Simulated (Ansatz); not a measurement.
# Cr (Cr, A15): the cost of one run

Computed with Ansatz 0.2.0 (DFT revPBE, plane waves (420 eV) with PAW, scalar-relativistic; PAW files made under PBE, frozen cores solved again for the functional, unless a step says otherwise).

### Step 1. The system as given

Symmetry: Pm-3n, No. 223, cubic system. Conventional cell: a = 4.578 Å, b = 4.578 Å, c = 4.578 Å, α = 90.00°, β = 90.00°, γ = 90.00°. Cr (site symmetry m-3) has 12 Cr at 2.56 Å as nearest neighbours. Around Cr (site symmetry -4m2) lie 6 Cr at 2.29 to 2.56 Å.

Structure file:

```xyz
8
Lattice="4.5779 0.0000 0.0000 0.0000 4.5779 0.0000 0.0000 0.0000 4.5779" Properties=species:S:1:pos:R:3 pbc="T T T"
Cr    0.0000    0.0000    0.0000
Cr    2.2890    2.2890    2.2890
Cr    1.1445    0.0000    2.2890
Cr    3.4334    0.0000    2.2890
Cr    2.2890    1.1445    0.0000
Cr    2.2890    3.4334    0.0000
Cr    0.0000    2.2890    1.1445
Cr    0.0000    2.2890    3.4334
```

### Step 2. Relaxation of the cell

The input, input.yaml:

```yaml
crystal:
  lattice:
    - [4.5779058938, 0.0, 0.0]
    - [0.0, 4.5779058938, 0.0]
    - [0.0, 0.0, 4.5779058938]
  atoms:
    - { symbol: Cr, position: [0.0, 0.0, 0.0] }
    - { symbol: Cr, position: [0.5, 0.5, 0.5] }
    - { symbol: Cr, position: [0.25, 0.0, 0.5] }
    - { symbol: Cr, position: [0.75, 0.0, 0.5] }
    - { symbol: Cr, position: [0.5, 0.25, 0.0] }
    - { symbol: Cr, position: [0.5, 0.75, 0.0] }
    - { symbol: Cr, position: [0.0, 0.5, 0.25] }
    - { symbol: Cr, position: [0.0, 0.5, 0.75] }
hamiltonian:
  xc: revpbe
  pseudopotentials:
    kind: paw
    azcp:
      Cr: "pseudopotentials/Cr.paw.azcp"
basis:
  ecutwfc: 420
  fft_grid_basis: typed
kpoints:
  mp_grid: { grid: [6, 6, 6], shift: [0, 0, 0] }
magnetization:
  spin_polarized: false
scf:
  occupations: { method: fermi_dirac, width: 0.1 }
relax:
  max_steps: 60
  f_tol: 0.01
  cell: {}
```

On the command line:

```bash
ansatz run input.yaml --threads 4 --pin off --max-ram 8192MiB --backend cpu --events-out ev --progress --plain --runs-dir out
```

**Question.** How long does this run take on 4 threads of Arm Neoverse V2, shared host, and how much memory does it need?

About 7.2 s, with a peak of 0.51 GiB.
